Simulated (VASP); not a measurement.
A run of VASP 6.6.1:

POSCAR

```
ZrSi2
1.0
    1.8331754422      7.2948868285      0.0000000000
    1.8331754422     -7.2948868285      0.0000000000
    0.0000000000      0.0000000000     -3.6261759175
Zr Si
2 4
Direct
    0.1050983555      0.8949016445      0.7500000000
    0.8949016445      0.1050983555      0.2500000000
    0.7498057405      0.2501942595      0.7500000000
    0.2501942595      0.7498057405      0.2500000000
    0.4472849671      0.5527150329      0.7500000000
    0.5527150329      0.4472849671      0.2500000000
```

Contents of INCAR.step1:

```
SYSTEM = ZrSi2
ALGO = Normal
EDIFF = 1E-4
ENCUT = 520
GGA = PE
ISMEAR = -1
LASPH = .TRUE.
LCHARG = .FALSE.
LREAL = .FALSE.
LWAVE = .TRUE.
NBANDS = 29
NELM = 100
PREC = Accurate
SIGMA = 0.1
```

File INCAR.step2:

```
SYSTEM = ZrSi2
ALGO = Normal
EDIFF = 1E-6
ENCUT = 520
ISIF = 2
ISMEAR = -1
ISTART = 1
LASPH = .TRUE.
LCHARG = .TRUE.
LELF = .TRUE.
LMIXTAU = .TRUE.
LREAL = .FALSE.
LVHAR = .TRUE.
LWAVE = .FALSE.
METAGGA = R2SCAN
NBANDS = 29
NELM = 100
PREC = Accurate
SIGMA = 0.1
```

File KPOINTS:

```
k-points
0
G
  6 6 5
  0 0 0
```

Potentials or basis: VASP PAW PBE potentials, release 64 (Zr_sv, Si).

Launch:

```bash
$ cat potpaw_PBE.64/Zr_sv/POTCAR potpaw_PBE.64/Si/POTCAR > POTCAR
$ cp INCAR.step1 INCAR
$ mpirun -np 1 vasp_std > vasp.out
$ cp INCAR.step2 INCAR
$ mpirun -np 1 vasp_std > vasp.out
```

Hardware: 1 thread of Intel(R) Xeon(R) Platinum 8259CL CPU @ 2.50GHz (Skylake/Cascade Lake), with other jobs on the host.

Q: Estimate the wall time of this run.

A: Wall time 7.8 min on 1 thread of Intel(R) Xeon(R) Platinum 8259CL CPU @ 2.50GHz (Skylake/Cascade Lake) (shared host), peak memory 0.36 GiB. Counts: scf iterations 10, k points 39.
